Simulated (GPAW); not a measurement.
# SiC (Moissanite) (P6_3mc) in GPAW: equation of state with LDA

Aim: the equation of state of SiC (Moissanite) with LDA.

All numbers are computed with GPAW 26.7.0; they aren't measurements. Logs are shortened: lines on timing, memory, paths and dates and some standing lists are left out, and cuts for length are marked. The log counts tension as positive stress, the text compression.

## Step 1: Starting point

Symmetry: P6_3mc, No. 186, hexagonal system. The conventional cell has a = 3.076 Å, b = 3.076 Å, c = 5.048 Å, α = 90.00°, β = 90.00°, γ = 120.00°. Around Si (site symmetry 3m) lie 4 C at 1.87 to 1.94 Å. Around C (site symmetry 3m) lie 4 Si at 1.87 to 1.94 Å.

## Step 2: Equation of state, LDA

Input file run.py:

```python
from ase.eos import EquationOfState
from ase.io import Trajectory, read
from ase.units import GPa
from gpaw import GPAW, PW

atoms = read('SiC.xyz')

traj = Trajectory('eos.traj', 'w')
volumes, energies = [], []
for x in [0.94, 0.96, 0.98, 1.0, 1.02, 1.04, 1.06]:
    a = atoms.copy()
    a.set_cell(atoms.cell * x**(1 / 3), scale_atoms=True)
    calc = GPAW(mode=PW(1600),
                xc='LDA',
                kpts={'size': (7, 7, 4), 'gamma': True},
                occupations={'name': 'fermi-dirac', 'width': 0.05},
                setups='hgh',
                nbands=-10,
                convergence={'density': 1e-05, 'energy': 1e-05},
                maxiter=150,
                txt=f'eos-{x:.2f}.txt')
    a.calc = calc
    energies.append(a.get_potential_energy(force_consistent=True))
    volumes.append(a.get_volume())
    p = -a.get_stress()[:3].mean() / GPa
    calc.write(f'eos-{x:.2f}.gpw')
    traj.write(a)
    print(f'{x:.2f} {volumes[-1]:10.4f} A^3 {energies[-1]:14.6f} eV {p:9.3f} GPa', flush=True)

v0, e0, B = EquationOfState(volumes, energies, eos='birchmurnaghan').fit()
print(f'V0 = {v0:.4f} A^3, E0 = {e0:.6f} eV, B0 = {B / GPa:.2f} GPa')
```

Input file SiC.xyz:

```xyz
4
Lattice="3.0760000000 0.0000000000 0.0000000000 -1.5380000000 2.6638941420 0.0000000000 0.0000000000 0.0000000000 5.0480000000" Properties=species:S:1:pos:R:3 pbc="T T T"
Si     1.5380000002      0.8879647139      2.5240000000
Si    -0.0000000002      1.7759294281      0.0000000000
C      1.5380000002      0.8879647139      4.4674800000
C     -0.0000000002      1.7759294281      1.9434800000
```

Potentials or basis: HGH pseudopotentials, pw.

The run is started by

```
OMP_NUM_THREADS=1 python run.py
```

Output:

```text
__  _  _
 | _ |_)|_||  |
 |__||  | ||/\| - 26.7.0

Input parameters:
  mode=PW(ecut=1600.0),
  convergence={'density': 1e-05, 'energy': 1e-05},
  kpts=MonkhorstPack(size=(7, 7, 4), gamma=True),
  maxiter=150,
  nbands=-10,
  occupations=Occupations(name='fermi-dirac', width=0.05),
  setups={'default': 'hgh'},
  xc=XC(name='LDA')

Diagonalizing LCAO Hamiltonian
Converting LCAO to pw mode

           C

           Si
        C

        Si

Atoms  # Å, Bohr magnetons
|   | symbol |         x |        y |        z |    initial magnetic moments |
|---|--------|-----------|----------|----------|-----------------------------|
| 0 |     Si |  1.506603 | 0.869838 | 2.472475 | ( 0.0000,  0.0000,  0.0000) |
| 1 |     Si | -0.000000 | 1.739676 | 0.000000 | ( 0.0000,  0.0000,  0.0000) |
| 2 |      C |  1.506603 | 0.869838 | 4.376281 | ( 0.0000,  0.0000,  0.0000) |
| 3 |      C | -0.000000 | 1.739676 | 1.903806 | ( 0.0000,  0.0000,  0.0000) |

Unit cell  # Å
| periodic |         x |        y |        z |  lengths |     angles |
|----------|-----------|----------|----------|----------|------------|
|      yes |  3.013207 | 0.000000 | 0.000000 | 3.013207 |  90.000000 |
|      yes | -1.506603 | 2.609514 | 0.000000 | 3.013207 |  90.000000 |
|      yes |  0.000000 | 0.000000 | 4.944951 | 4.944951 | 120.000000 |

Number of symmetries: 6
Symmetry operations  # r_c * U_cc + t_c -> r_c
|   | kind |            matrix            |
|---|------|------------------------------|
| 0 |  σ   |  1, 1, 0,  0,-1, 0,  0, 0, 1 |
| 1 |  E   |  1, 0, 0,  0, 1, 0,  0, 0, 1 |
| 2 |  C3  |  0, 1, 0, -1,-1, 0,  0, 0, 1 |
| 3 |  σ   |  0,-1, 0, -1, 0, 0,  0, 0, 1 |
| 4 |  σ   | -1, 0, 0,  1, 1, 0,  0, 0, 1 |
| 5 |  C3  | -1,-1, 0,  1, 0, 0,  0, 0, 1 |

BZ-sampling:
  Number of BZ points: 196
  Number of IBZ points: 28

  Monkhorst-Pack size: [7, 7, 4]
  Monkhorst-Pack shift: [0.0, 0.0, 0.125]

K-points  # in reciprocal-cell coordinates
|     |                                coordinates |     weight |
|-----|--------------------------------------------|------------|
|   0 | (  0.00000000,   0.00000000,   0.00000000) | 0.00510204 |
|   1 | (  0.00000000,   0.00000000,   0.25000000) | 0.01020408 |
|   2 | (  0.00000000,   0.00000000,   0.50000000) | 0.00510204 |
|   3 | (  0.14285714,   0.00000000,  -0.25000000) | 0.03061224 |
|   4 | (  0.14285714,   0.00000000,   0.00000000) | 0.03061224 |
|   5 | (  0.14285714,   0.00000000,   0.25000000) | 0.03061224 |
|   6 | (  0.14285714,   0.00000000,   0.50000000) | 0.03061224 |
|   7 | (  0.28571429,  -0.14285714,   0.00000000) | 0.03061224 |
|   8 | (  0.28571429,  -0.14285714,   0.25000000) | 0.06122449 |
|   9 | (  0.28571429,  -0.14285714,   0.50000000) | 0.03061224 |
| ... |                                            |            |
|  27 | (  0.42857143,   0.42857143,   0.50000000) | 0.03061224 |

Plane wave coefficients: 5672
Cutoff: 1600.0 eV

Spin-components: 1 (collinear spins)
Bands:           18
Projectors:      12
Spin-degeneracy: 2
Datatype:        complex128

Parallelization:
  kpt:    1
  domain: 1
  band:   1

Density:
  Valence electrons: 16.0
  Components: 1
  Grid points: [28 28 48]
  Charge: 0.0  # |e|

Potential:
  Grid points: [28 28 48]

species:
  HGH setup for Si
      Valence Z=4, rloc=0.44000
      Local part coeffs: -7.33610
      Projectors:
          l=0, rc=0.42274
          l=1, rc=0.48428
      Diagonal coefficients of nonlocal parts:
          l=0:  5.90693,  3.25820
          l=1:  2.72701,  0.00000

    LCAO basis set for Si:
      Name: atompaw.sz
      This basis set was not loaded from a file
      Number of radial functions: 2
      Number of spherical harmonics: 4
        l=0, rc=8.9500 Bohr: 1s e=-0.397 f=2.000
        l=1, rc=8.9500 Bohr: 1p e=-0.150 f=2.000
      Number of RI-basis functions 0

  HGH setup for C
      Valence Z=4, rloc=0.34883
      Local part coeffs: -8.51377, 1.22843
      Projectors:
          l=0, rc=0.30455
          l=1, rc=0.23268
      Diagonal coefficients of nonlocal parts:
          l=0:  9.52284
          l=1:  0.00000

    LCAO basis set for C:
      Name: atompaw.sz
      This basis set was not loaded from a file
      Number of radial functions: 2
      Number of spherical harmonics: 4
        l=0, rc=8.9500 Bohr: 1s e=-0.501 f=2.000
        l=1, rc=8.9500 Bohr: 1p e=-0.199 f=2.000
      Number of RI-basis functions 0

Reference energy: 0.000000  # eV

eigensolver:
  PPCG
  Converge bands: occupied
  niter=2

density mixing:
  MSR1-Mixer
  Pratt-step length: 0.05
  Maximum mixing coefficient: 0.75
  Old densities: 10
  SVD Regularization: 0.005
  Good broyden scale: 1.0
  Trust region scale: 1.0
  Backstep threshold: 4.0
  History deletion threshold: 6.0
  Fourier metric: weight=20.0, sigma=0.015

occupation numbers:
  Fermi-Dirac:
    width: 0.0500  # eV

poisson solver:
  ecut: 12800.0  # eV

xc functional:
  name: None

convergence criteria:
- Maximum integral of absolute [dens]ity change: 1e-05 electrons / valence electron
- Maximum [total energy] change in last 3 cyles: 1e-05 eV / valence electron
- Maximum integral of absolute [eigenst]ate change: 4e-08 eV^2 / valence electron
maximum number of iterations: 150

SCF iterations
|iter     | |      energy | eigst |  dens |
|---------|-|-------------|-------|-------|
|iter:   1| | -532.637313 | +0.50 |       |
|iter:   2| | -531.786124 | -0.96 | -0.54 |
|iter:   3| | -528.465175 | -0.31 | -0.58 |
|iter:   4| | -528.436650 | -2.13 | -1.29 |
|iter:   5| | -528.431404 | -3.47 | -1.66 |
|iter:   6| | -528.431388 | -4.99 | -2.69 |
|iter:   7| | -528.431388c| -6.37 | -3.34 |
|iter:   8| | -528.431388c| -7.60c| -4.22 |
|iter:   9| | -528.431388c| -7.94c| -4.53 |
|iter:  10| | -528.431388c| -8.61c| -5.14c|

Converged in 10 steps
Energy contributions relative to reference atoms: (reference = 0.000000)

Energy contributions:
  Kinetic:         405.985315
  Coulomb:        -716.082180
  Zero:            -50.935288
  External:          0.000000
  Xc:             -167.399235
  Entropy:          -0.000000
  Spinorbit:         0.000000
  ----------------------------
  Free energy:    -528.431388
  Extrapolated:   -528.431388

dipole moment: (-0.000002, 0.000001, -7.941524)  # |e|*Ang

Fermi level: 10.119
Eigenvalues  # (at kpt = [0.000, 0.000, 0.000])
| band index |      eig [eV] | occ [0-2] |
|------------|---------------|-----------|
|          0 |        -7.461 |     2.000 |
|          1 |        -3.669 |     2.000 |
|          2 |        -0.398 |     2.000 |
|          3 |         7.097 |     2.000 |
|          4 |         7.097 |     2.000 |
|          5 |         8.414 |     2.000 |
[... 8 lines left out ...]
|         14 |        17.716 |     0.000 |
|         15 |        20.294 |     0.000 |
|        ... |               |           |
|         17 |        20.387 |     0.000 |

Gap: 2.461 eV
Transition (v -> c):
  (s=0, k=0, n=7, [0.00, 0.00, 0.00]) -> (s=0, k=22, n=8, [0.43, 0.29, 0.00])
Direct/indirect transitions are different
Direct gap: 4.194 eV
Transition at: (s=0, k=19, n=7, [0.43, 0.00, 0.00])

Stress tensor  # eV/Ang^3
|         x |         y |         z |
|-----------|-----------|-----------|
| -0.059369 |  0.000000 |  0.000000 |
|  0.000000 | -0.059369 |  0.000000 |
|  0.000000 |  0.000000 | -0.020589 |

# Writing to eos-0.94.gpw (mode='')
```

Run time: 3.1 min. Hardware: 1 thread of INTEL XEON PLATINUM 8581C at 2.30GHz (Emerald Rapids), shared host; peak memory 0.45 GiB.

Results:

```yaml
Equilibrium_volume: 10.04 Å³/atom
Bulk_modulus_at_fixed_shape_and_positions: 228 GPa
Pressure_derivative_of_the_bulk_modulus: 3.8
```

Energy against volume, from the lowest point:
| volume (Å³/atom) | energy (meV/atom) |
| --- | --- |
| 9.721 | 7.21 |
| 9.927 | 0.42 |
| 10.134 | 0.00 |
| 10.341 | 5.41 |
| 10.548 | 16.08 |
| 10.755 | 31.51 |
| 10.961 | 51.26 |

Caveat: the cell was scaled at fixed shape and fractional positions, which overstates the stiffness of a crystal with free parameters, most of all of layers and chains; HGH potentials are hard and often keep d shells in the core, so these values are rough.
